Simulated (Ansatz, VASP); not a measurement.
CdSe (Cadmoselite) in VASP and in Ansatz

INCAR

```
PREC = Accurate
ENCUT = 520
EDIFF = 1E-6
ISMEAR = 0
SIGMA = 0.01
LREAL = F
LASPH = T
NELM = 80
ALGO = Normal
ISIF = 2
LWAVE = F
LCHARG = F
NBANDS = 26
```

The input KPOINTS:

```
regular mesh
0
Gamma
  6 6 4
```

Contents of POSCAR:

```
CdSe
1.0
    4.1621409016      0.0000000000      0.0000000000
   -2.0810704508      3.6045197549      0.0000000000
    0.0000000000      0.0000000000      7.0702745917
Cd Se
2 2
Direct
    0.3333333333      0.6666666667      0.0092135625
    0.6666666667      0.3333333333      0.5092135625
    0.3333333333      0.6666666667      0.3757864375
    0.6666666667      0.3333333333      0.8757864375
```

Input for Ansatz:

```yaml
crystal:
  lattice:
    - [4.16214090158, 0.0, 0.0]
    - [-2.08107045079, 3.6045197549, 0.0]
    - [0.0, 0.0, 7.07027459166]
  atoms:
    - { symbol: Cd, position: [0.333333333333, 0.666666666667, 0.009213562527] }
    - { symbol: Cd, position: [0.666666666667, 0.333333333333, 0.509213562527] }
    - { symbol: Se, position: [0.333333333333, 0.666666666667, 0.375786437473] }
    - { symbol: Se, position: [0.666666666667, 0.333333333333, 0.875786437473] }
kpoints:
  mp_grid: { grid: [6, 6, 4] }
scf:
  occupations: { method: fixed }
  convergence: { dr2_threshold: 1.0e-10 }
hamiltonian:
  xc: lda
  pseudopotentials: { kind: all_electron, lapw: { basis_error: 0.0005 } }
output:
  forces: true
  stress: true
  eigenstates:
    kpoints:
      - [0.0, 0.0, 0.0]
      - [0.0, 0.0, -0.5]
      - [-0.5, 0.0, 0.0]
      - [-0.5, 0.5, 0.0]
      - [0.0, -0.5, 0.0]
      - [-0.5, 0.0, -0.5]
      - [-0.5, 0.5, -0.5]
      - [0.0, -0.5, -0.5]
  eigenvalues: true
```

Change from the starting cell: film at in-plane strain -0.02.

Alike in both runs: task single point; functional LDA; k mesh 6 × 6 × 4; no spin polarisation.

|  | VASP | Ansatz |
| --- | --- | --- |
| version | VASP 6.6.1 | Ansatz 0.2.0 |
| potentials or method | VASP PAW LDA potentials, release 64 (Cd, Se) | all-electron LAPW, scalar-relativistic |
| plane-wave cutoff (eV) | 520 | see its input |
| occupations | gaussian, width 0.01 eV | fixed |

Ansatz gave:

| Item | Value |
| --- | --- |
| gap on the k mesh at the Fermi level (eV) | 0.41 |
| pressure (GPa) | 1.3 |
| largest component of the traceless stress (GPa) | 1.26 |
| rms of the force components (eV/Å) | 0.000 |

**Question.** Estimate VASP's values.

**Answer.** gap on the k mesh at the Fermi level (eV): 0.44; pressure (GPa): 1.8; largest component of the traceless stress (GPa): 1.26; rms of the force components (eV/Å): 0.004.

Atom by atom the forces differ by 0.004 eV/Å (rms over components). Ansatz ran all-electron here, so the differences hold the error of VASP's frozen core and of both bases.
